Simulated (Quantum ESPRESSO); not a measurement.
Runs of Quantum ESPRESSO 7.5 on HfN. Symmetry: Fm-3m, No. 225, cubic system. The conventional cell has a = 4.512 Å, b = 4.512 Å, c = 4.512 Å, α = 90.00°, β = 90.00°, γ = 90.00°. Around Hf (site symmetry m-3m) lie 6 N at 2.26 Å. N (site symmetry m-3m) has 6 Hf at 2.26 Å as nearest neighbours. 

```csv
task,level,potentials or basis,cell,k mesh,cutoff (eV),SCF threshold,form of the LDA correlation,symmetry,gap on the mesh (eV),pressure (GPa),V0 of scaled cells (Å³/atom),B0 (GPa)
band structure,PBEsol,GBRV 1.5 PBEsol,as given,10 × 10 × 10,612,4e-10 Ry,-,-,none,-2.8,-,-
equation of state,LDA,GBRV 1.5 LDA,as given,10 × 10 × 10,612,4e-10 Ry,PZ81,-,-,-,11.15,306
equation of state,r2SCAN,SG15 PBE 1.2,as given,8 × 8 × 8,1197,1e-08 Ry,-,off,-,-,11.19,(a)
single point,PBEsol,GBRV 1.5 PBEsol,as given,10 × 10 × 10,612,4e-10 Ry,-,-,none,-2.8,-,-
single point,PBEsol,GBRV 1.5 PBEsol,"atoms moved at random, drawn with an rms of 0.05 Å",10 × 10 × 10,612,4e-10 Ry,-,-,none,-0.9,-,-
```

Alike in all rows: no spin polarisation; smearing fermi-dirac 0.05 eV.

Question: Estimate the missing entries.

Answer: (a) 299.

Caveats: spin-orbit coupling is left out, which moves the levels of the heavy elements (some runs); the potentials were made for another functional, which shifts forces and pressure (some runs).

A k mesh can miss the band edges, and the runs leave out spin-orbit coupling on Hf.

A gap of «none» marks a metal or a gap under the smearing width.
